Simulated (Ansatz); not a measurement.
## TaS2 under changes of volume

One of the cells (18.984 Å³/atom); the others are scaled copies at fixed shape and fractional positions:

```
CELL_PARAMETERS angstrom
3.35000 0.00000 0.00000
-1.67500 2.90119 0.00000
0.00000 0.00000 5.86000
ATOMIC_POSITIONS crystal
Ta 0.00000 0.00000 0.00000
S 0.66667 0.33333 0.75000
S 0.33333 0.66667 0.25000
```

* Program: Ansatz 0.2.0
* Functional: rPW86-PBE
* Potentials or basis: Ansatz PAW
* Cutoff: 420 eV (not typed: the program's choice for these potentials)
* k mesh: 9 × 9 × 5
* Occupations: fermi-dirac, width 0.05 eV
* Spin: no spin polarisation

```tsv
volume (Å³/atom)	energy over the lowest point (meV/atom)	pressure (GPa)	largest force (eV/Å)
17.845	211.26	26.2	2.767
18.225	?	?	?
18.605	107.23	18.0	1.947
18.984	69.01	14.4	1.578
19.364	38.88	11.1	1.234
19.744	16.10	8.2	0.912
20.123	0.00	5.5	0.612
```

Question: What does the run at 18.225 Å³/atom give?

Answer: Energy over the lowest point 154.34 meV/atom; pressure 21.9 GPa; largest force 2.343 eV/Å.

Worked out: A Birch-Murnaghan fit of order 3 (a polynomial in V^(-2/3)) to the other rows has no minimum within the range. It gives 154.34 meV/atom at 18.225 Å³/atom, against the run's 154.34, and -dE/dV = 21.9 GPa, against 21.9.

Energies are extrapolated to zero smearing.

Caveats: the PAW data sets come from PBE, with cores solved anew for the run's functional, which leaves a small shift of forces and pressure; forces of over 1 eV/Å show positions far from the minimum, so gaps and moduli don't describe the material at rest (some runs).
